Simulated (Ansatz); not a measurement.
# Br under changes of volume

One of the cells (31.676 Å³/atom); the others are scaled copies at fixed shape and fractional positions:

```xyz
1
Lattice="-1.2868 1.7200 3.5780 1.2868 -1.7200 3.5780 1.2868 1.7200 -3.5780" Properties=species:S:1:pos:R:3 pbc="T T T"
Br    0.0000    0.0000    0.0000
```

* Program: Ansatz 0.2.0
* Functional: PBE
* Potentials or basis: Ansatz PAW
* Cutoff: 420 eV (not typed: the program's choice for these potentials)
* k mesh: 13 × 13 × 13
* Occupations: fermi-dirac, width 0.05 eV
* Spin: no spin polarisation

```tsv
volume (Å³/atom)	energy over the lowest point (meV/atom)	pressure (GPa)
29.775	29.86	3.5
30.409	?	?
31.042	9.23	1.8
31.676	3.59	1.1
32.309	0.61	0.5
32.943	0.00	-0.1
33.576	1.50	-0.6
```

**Question.** What does the run at 30.409 Å³/atom give?

**Answer.** Energy over the lowest point 17.87 meV/atom; pressure 2.6 GPa.

Worked out: A Birch-Murnaghan fit of order 3 (a polynomial in V^(-2/3)) to the other rows has its minimum at 32.80 Å³/atom with B0 = V·E''(V) = 28 GPa and B' = 5.0 at fixed shape and positions, which overstates the stiffness. It gives 17.86 meV/atom at 30.409 Å³/atom, against the run's 17.87, and -dE/dV = 2.6 GPa, against 2.6.

Energies are extrapolated to zero smearing.

Caveats: an odd number of electrons without spin polarisation forces a metal; a magnetic or distorted state may lie lower.
